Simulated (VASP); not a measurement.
Runs of VASP 6.6.1 on FeNi (Tetrataenite). Symmetry: P4/mmm, No. 123, tetragonal system. Conventional cell: a = 2.533 Å, b = 2.533 Å, c = 3.582 Å, α = 90.00°, β = 90.00°, γ = 90.00°. Around Ni (site symmetry 4/mmm) lie 8 Fe at 2.53 Å and 4 Ni at 2.53 Å. Fe (site symmetry 4/mmm) has 8 Ni at 2.53 Å and 4 Fe at 2.53 Å as nearest neighbours. 

| level | pressure (GPa) | moment (μB) |
| --- | --- | --- |
| SCAN | -8.9 | 3.51 |
| TPSS | -8.5 | 3.35 |
| rSCAN | (b) | 3.51 |
| r2SCAN | (a) | 3.51 |

Alike in all rows: task band structure; potentials or basis VASP PAW PBE potentials, release 64 (Ni, Fe); spin collinear, ferromagnetic start; cell as given; k mesh 10 × 10 × 8; cutoff (eV) 520; smearing fermi-dirac 0.05 eV.

**Question.** Fill in the values left out.

**Answer.** (a) -5.8; (b) -6.4.

Caveats: the PAW data sets were made with another functional, which shifts forces and pressure a little.

Runs at the PBE level aren't shown here.
